**Q:** I have to choose a wave cutoff for a TiO2 crystal, and I'd like to know how wrong a cheap setting is before I run anything. The table gives errors for one fixed cell. Can I turn it into something I can work out on paper?

Calculated values. Ansatz 0.2.0, r2SCAN with plane waves and the soft_2 PAW set, no spin polarization: TiO2 (C2/c, 6 atoms) in one fixed cell, k mesh 8x8x6, Gaussian smearing 0.02 eV. The reference has a wave cutoff of 850 eV; the density cutoff is always four times the wave cutoff. Energies are for zero smearing; pressure is positive in compression and corrected for the finite cutoff.

```tsv
wave cutoff	energy less reference (meV per atom)	pressure less reference (GPa)	largest force change (eV/Å)	pressure (GPa)
150 eV	21027.5	63.94	2.260	57.57
200 eV	5557.3	5.51	0.564	-0.87
250 eV	1442.0	-8.36	0.069	-14.74
300 eV	332.2	-1.18	0.063	-7.56
350 eV	60.3	-0.01	0.004	-6.38
380 eV	21.2	0.02	0.000	-6.36
460 eV	4.9	0.03	0.001	-6.35
500 eV	4.1	0.01	0.001	-6.36
520 eV	3.7	0.01	0.000	-6.37
600 eV	1.8	0.01	0.000	-6.37
700 eV	0.7	0.00	0.000	-6.37
```

**A:** You can for the energy, and from the energy you can get a cautious bound on the pressure. Start with what the cutoff does. The electrons' wave functions are built by adding up ripples of different wavelength, and the cutoff sets the finest ripple allowed. At 380 eV that finest ripple is about 0.6 Å long, a good deal shorter than the 1.9 Å between titanium and oxygen.

So the gentle variation between atoms is described early. What a low cutoff misses is the compact part of the wave functions close to each atom. The potentials used here already replace the sharpest features there by smoother ones, but some fine detail remains. The energy error is the price of leaving that detail out.

**Q:** Why does the energy come out too high every time, and never too low?

**A:** Because, with everything else held the same, a wave function with more ripples to choose from can only find a lower energy or the same one. The column "energy less reference" agrees: it is positive in every row and falls at each step. Keep in mind that it is measured against a run at 850 eV, which isn't perfect either.

**Q:** How fast should it fall?

**A:** That depends on how quickly the fine ripples fade out of the wave function. Take a smooth bump of Gaussian shape with width $w$. A ripple of wavevector $G$ enters it with a weight that falls as $e^{-w^2G^2}$, and the kinetic energy of that ripple is proportional to $G^2$. Leaving a ripple out costs roughly its kinetic energy times its weight, and the ripples just above the cutoff cost the most. Apart from slowly varying factors, the error $\Delta E$ at cutoff $E_\text{cut}$ is then

$$\Delta E \propto e^{-E_\text{cut}/E_0}, \qquad E_0=\frac{\hbar^2}{2mw^2},$$

where $m$ is the electron mass. Equal steps in cutoff should divide the error by equal factors.

**Q:** Does the table behave like that?

**A:** Up to 380 eV it does, nearly. Going from 150 to 200 eV divides the error by 3.8, and going from 300 to 350 eV divides it by 5.5. The steps become somewhat more effective as you go up. The slowly varying factors left out of the formula are expected to do this: they grow with the cutoff, in proportion fastest at the low end, and there they hold back the fall most. Had the ripples faded exponentially with $G$ itself, the steps would be expected to become less effective, and up to 380 eV the table speaks against that.

The slope corresponds to a width $w$ of about 0.3 Å. Real wave functions aren't Gaussians, so take this only as a sign of scale. It fits the picture that the missing detail sits close to the atoms and not in the space between them.

**Q:** And above 380 eV?

**A:** There the easy gains end. From 460 eV on, the error still shrinks, but far more slowly. If you carried the steep fall on to 600 eV, you would predict an error about 70 times too small.

My guess is that the smoothing leaves a faint remainder of sharp features, which needs very fine ripples. The table can't confirm this. The fineness of the electron density was raised in step with the wave cutoff in these runs, so the slow part may have more than one source.

**Q:** Then I need two rules.

**A:** Two short ones, and you take whichever gives the larger error:

- **Steep part:** 1000 meV per atom at 255 eV, ten times less for every 75 eV added.
- **Slow part:** 4 meV per atom at 500 eV, half as much for every 80 eV added.

I got them by fitting two straight lines, by least squares, to the logarithm of the energy error. One line used the six rows up to 380 eV, the other the five rows from 460 eV. The fitted steps were 77 eV for a factor of ten and 83 eV for a factor of two. I rounded them, and the two starting values, to figures that are easy to handle.

**Q:** Show me one in full. Say 300 eV.

**A:** Begin with the steep part. 300 eV lies 45 eV above 255 eV, and 45/75 is 0.6 of a tenfold step. Since $10^{-0.6}$ is about 0.25, the estimate is 250 meV per atom.

Now the slow part. 300 eV lies 200 eV below 500 eV, which is 2.5 doublings, so 4 meV grows to about 23 meV. The steep part is larger and wins. The table has 332 meV, so the estimate is about a quarter too low, the worst miss of any row.

**Q:** Let me try 460 eV. It is 205 eV above 255 eV, or 2.7 tenfold steps, which leaves about 2 meV. For the slow part I go back 40 eV from 500 eV, half a doubling, so 4 times the square root of 2 gives 5.7 meV. The slow part wins.

**A:** Right, and the table has 4.9 meV, so you are about 15% too high. Both of these rows were used in the fits, so they show you how to apply the rule but don't test it.

**Q:** How far can I trust it, then?

**A:** Within this table, to about a quarter of the error itself. That is useful, because the errors run from 21 eV per atom down to less than 1 meV. For a stricter trial, each row was left out of its line in turn and then predicted from the others. The typical miss was then roughly 26% on the steep part and 18% on the slow part.

The misses on the steep part have a pattern. The rule is too low from 200 to 350 eV and too high at both ends, as happens when a straight line is laid through a curve that bends downwards. There is also no row between 380 and 460 eV, where one part hands over to the other, so be more careful there.

**Q:** Can I use it backwards? Suppose I want the energy to within 1 meV per atom.

**A:** From 4 meV at 500 eV you need two halvings, which is 160 eV more, so about 660 eV. The table agrees: the error is 1.8 meV at 600 eV and 0.7 meV at 700 eV.

At this level the reference begins to matter. If the slow fall continued, the 850 eV run would itself be at least 0.2 meV too high, since errors counted from an imperfect reference seem to shrink faster than they really do. The true error at 700 eV would then be 0.9 meV or more, and 660 eV is a little optimistic.

**Q:** My real interest is the pressure. At 350 eV its error is only 0.01 GPa, yet the energy is still 60 meV per atom off. How can a poor energy give a good pressure?

**A:** Pressure measures how the energy changes when the volume changes. If the missing detail sits close to the atoms, the atoms carry their error along as the cell expands. An error that stays the same drops out of the change. That the error is as small as 0.01 GPa is partly luck, though. Along the separate axes the stress is off by up to 0.08 GPa, and the signs nearly cancel in the average.

The pressure settles this early only because the values in the table are corrected for the finite cutoff. Without the correction, stretching the cell also stretches every ripple, which amounts to lowering the cutoff. At 350 eV, a volume increase of 1% lowers it by about 2.3 eV, and by the fitted steep slope the energy error then grows by about 7%, or 4 meV per atom. Spread over that small change in volume, this is a false pull of roughly 6 GPa.

**Q:** So with the correction in place, how large an error should I still allow for?

**A:** Allow 0.01 GPa for each meV per atom of energy error. An energy of 1 meV spread over the volume of one atom in this cell amounts to 0.014 GPa, and in every row the pressure error is less than half of what this conversion gives. I rounded the allowance up so that it also holds when you take the energy error from the paper rule.

At 300 eV the rule gave 250 meV, so you would allow 2.5 GPa, and the actual error is 1.2 GPa in size. At 350 eV the same allowance is far too pessimistic. It is a ceiling seen in this table, with no law behind the number.

**Q:** At 200 eV the pressure is only −0.87 GPa. I'd have taken that for a cell close to its natural size.

**A:** That is the trap at low cutoff. The settled value is about −6.4 GPa, which means the cell is stretched and wants to contract. At 200 eV an error of 5.5 GPa happens to hide most of that tension, and at 250 eV the error has the opposite sign and is larger. A plausible pressure from a single low cutoff is therefore no evidence that the setting is good.

**Q:** Do the forces on the atoms follow the same pattern?

**A:** They also settle early, and for a similar reason: an atom that moves takes most of its error with it. But they don't follow a smooth rule. The largest force change is almost the same at 250 and 300 eV, between 0.06 and 0.07 eV/Å, and then drops to 0.004 eV/Å at 350 eV. The largest force component in the reference run is about 0.22 eV/Å, so the error at 300 eV would matter if you wanted to relax the structure.

**Q:** Where does the paper rule stop being safe?

**A:** At the bottom of the range, first of all. At 150 eV the band gap comes out as 0.8 eV instead of 2.4 eV, so the electronic structure itself is distorted and the idea of a small missing detail no longer holds. The energy rule still lands within 20% there, but I'd read nothing into that. All runs up to 460 eV lie below the recommended cutoff, so for production work you will mostly use the slow part.

The other limit is the material and its potentials. The constants belong to this cell and this rather soft set. The formula tells you which way they should move: since $E_0$ grows as $1/w^2$, more compact wave functions need larger steps in cutoff for the same gain. For another oxide or a harder set, keep the form of the rule and find new constants from a few runs.

**Q:** And if I only compare two structures of TiO2?

**A:** Then part of the error should cancel, by the same argument as for the pressure. How much cancels can't be read from a single structure. Run both structures at two cutoffs and see whether their energy difference moves.
